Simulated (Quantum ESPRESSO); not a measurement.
Crystal: LiH.

```
Li H
1.0
     0.00000    2.03675    2.03675
     2.03675    0.00000    2.03675
     2.03675    2.03675    0.00000
Li H
1 1
Direct
  0.00000 0.00000 0.00000
  0.50000 0.50000 0.50000
```

- Program: Quantum ESPRESSO 7.5
- Task: single point
- Functional: PBE
- Potentials or basis: SSSP 1.3 efficiency PBE
- Cutoff: 816 eV
- Density cutoff: 6531 eV
- k mesh: 11 × 11 × 11
- Occupations: fermi-dirac, width 0.05 eV
- Spin: no spin polarisation

On this cell: pressure -1.7 GPa; largest force zero by symmetry; band gap on the k mesh 3.20 eV, direct.

The same run follows on a disturbed copy (atoms moved at random, drawn with an rms of 0.05 Å):

```
CELL_PARAMETERS angstrom
0.00000 2.03675 2.03675
2.03675 0.00000 2.03675
2.03675 2.03675 0.00000
ATOMIC_POSITIONS crystal
Li 0.01223 0.99611 0.00039
H 0.49669 0.49811 0.50465
```

Task: What changes?

Result: The energy moves by +0.3 meV/atom; pressure -1.6 GPa; largest force 0.035 eV/Å; band gap on the k mesh 3.21 eV, direct.

Forces on the atoms (eV/Å):
```
Li   0.012 -0.021 -0.026
H   -0.012  0.021  0.026
```

Caveats: an odd mesh through Γ misses points on the zone boundary, where band edges often lie.
